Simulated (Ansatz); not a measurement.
Crystal: Nb.

```
Nb
1.0
     0.00000    2.11500    2.11500
     2.11500    0.00000    2.11500
     2.11500    2.11500    0.00000
Nb
1
Direct
  0.00000 0.00000 0.00000
```

This isn't the form of Nb at room conditions, which is bcc.

- Program: Ansatz 0.2.0
- Task: relaxation of cell and atoms
- Functional: PBE
- Dispersion: D3(BJ)
- Potentials or basis: Ansatz PAW
- Cutoff: 420 eV (not typed: the program's choice for these potentials)
- k mesh: 11 × 11 × 11
- Occupations: fermi-dirac, width 0.05 eV
- Spin: no spin polarisation

At the start: volume 18.92 Å³/atom.

Where does the relaxation end?

It ends after 5 steps and the volume is 18.00 Å³/atom (-4.9 %); space group Fm-3m (No. 225, to 0.05 Å).

Step by step:
```tsv
step	energy change (eV)	largest force (eV/Å)	volume (Å³)
1	0.0000	0.0000	18.92
2	-0.0238	0.0000	18.11
3	-0.0242	0.0000	17.99
4	-0.0242	0.0000	18.00
5	-0.0241	0.0000	18.00
```

Final structure:
```
CELL_PARAMETERS angstrom
0.00000 2.08004 2.08004
2.08004 0.00000 2.08004
2.08004 2.08004 0.00000
ATOMIC_POSITIONS crystal
Nb 0.00000 0.00000 0.00000
```

Caveat: the plane-wave basis is chosen anew once the cell has moved, so the energies of steps on either side of that aren't comparable; pairwise dispersion overbinds metals, which lowers pressure and volume.
